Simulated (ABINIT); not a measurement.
Crystal: Os.

```
CELL_PARAMETERS angstrom
2.73410 0.00000 0.00000
-1.36705 2.36780 0.00000
0.00000 0.00000 4.31970
ATOMIC_POSITIONS crystal
Os 0.66667 0.33333 0.75000
Os 0.33333 0.66667 0.25000
```

Base run:

- Program: ABINIT 10.8.3 (patched build)
- Functional: BLYP
- Potentials or basis: JTH PAW PBE v2.0
- Cutoff: 408 eV
- k mesh: 11 × 11 × 6
- Occupations: fermi-dirac, width 0.05 eV
- Spin: spin-orbit coupling, no magnetisation

Its results: band gap on the k mesh none (metal or under the smearing width); pressure 26.3 GPa.

**Question.** After a change of settings the same cell gave: band gap on the k mesh none (metal or under the smearing width); pressure -2.2 GPa. Which change was it?
A. functional from BLYP to LDA-PZ; potentials or basis from JTH PAW PBE v2.0 to JTH PAW LDA v2.0
B. functional from BLYP to RPBE; spin from spin-orbit coupling, no magnetisation to no spin polarisation
C. functional from BLYP to PBE; spin from spin-orbit coupling, no magnetisation to no spin polarisation
D. functional from BLYP to PBEsol

**Answer.** D.

PBEsol binds more tightly than BLYP, so the same cell stands under less pressure.

Caveats: so large a pressure means that the cell lies far from this level's equilibrium, or that cutoff or potentials fall short (some runs); the potentials were made for another functional, which shifts forces and pressure (some runs); the PAW data sets were made with another functional, which shifts forces and pressure a little (some runs).
